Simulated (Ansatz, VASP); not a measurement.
## Two plane-wave programs on C

POSCAR

```
C
1.0
    2.5157113486      0.0000000000      0.0000000000
   -1.2578556743      2.1786699365      0.0000000000
    0.0000000000      0.0000000000      4.1897136386
C
4
Direct
    0.3333333333      0.6666666667      0.0001745392
    0.6666666667      0.3333333333      0.5001745392
    0.3333333333      0.6666666667      0.3748254608
    0.6666666667      0.3333333333      0.8748254608
```

The input INCAR.step1:

```
PREC = Accurate
ENCUT = 520
ISMEAR = 0
SIGMA = 0.01
LREAL = False
LASPH = True
NELM = 60
NBANDS = 16
GGA = PE
ALGO = Normal
EDIFF = 1E-4
LWAVE = True
LCHARG = False
```

INCAR.step2

```
PREC = Accurate
ENCUT = 520
EDIFF = 1E-7
ISMEAR = 0
SIGMA = 0.01
LREAL = False
LASPH = True
NELM = 60
ALGO = Normal
ISIF = 2
LWAVE = False
LCHARG = False
METAGGA = R2SCAN
LMIXTAU = True
NBANDS = 16
ISTART = 1
```

KPOINTS

```
regular mesh
0
Gamma
  12 12 6
```

Input for Ansatz:

```yaml
crystal:
  lattice:
    - [2.5157113486, 0.0, 0.0]
    - [-1.2578556743, 2.1786699365, 0.0]
    - [0.0, 0.0, 4.1897136386]
  atoms:
    - { symbol: C, position: [0.3333333333, 0.6666666667, 0.0001745392] }
    - { symbol: C, position: [0.6666666667, 0.3333333333, 0.5001745392] }
    - { symbol: C, position: [0.3333333333, 0.6666666667, 0.3748254608] }
    - { symbol: C, position: [0.6666666667, 0.3333333333, 0.8748254608] }
kpoints:
  mp_grid: { grid: [12, 12, 6] }
  band_path:
    path:
      - [0.0, 0.0, 0.0]
      - [0.5, 0.0, 0.0]
      - [0.3333333333, 0.3333333333, 0.0]
      - [0.0, 0.0, 0.5]
      - [0.5, 0.0, 0.5]
      - [0.3333333333, 0.3333333333, 0.5]
    npoints: 1
hamiltonian:
  xc: r2scan
scf:
  occupations: { method: fixed }
  n_extra_bands: 5
output:
  forces: true
  stress: true
  eigenvalues: true
```

Change from the starting cell: hydrostatic strain +0.5%.

Alike in both runs: task single point; functional r2SCAN; k mesh 12 × 12 × 6; no spin polarisation.

|  | VASP | Ansatz |
| --- | --- | --- |
| version | VASP 6.6.1 | Ansatz 0.2.0 |
| potentials or method | VASP PAW PBE potentials, release 64 (C) | plane waves, PAW |
| plane-wave cutoff (eV) | 520 | 500 |
| occupations | gaussian, width 0.01 eV | fixed |
| valence electrons in the cell | 16 | 16 |

Ansatz gave:

| Item | Value |
| --- | --- |
| gap on the k mesh at the Fermi level (eV) | 3.65 |
| pressure (GPa) | -6.6 |
| largest component of the traceless stress (GPa) | 0.06 |
| rms of the force components (eV/Å) | 0.000 |

Problem. Estimate VASP's values.

Solution. gap on the k mesh at the Fermi level (eV): 3.62; pressure (GPa): -5.5; largest component of the traceless stress (GPa): 0.10; rms of the force components (eV/Å): 0.005.

Atom by atom the forces differ by 0.005 eV/Å (rms over components).

Caveats: the PAW data sets were made with another functional, which shifts forces and pressure a little (VASP).
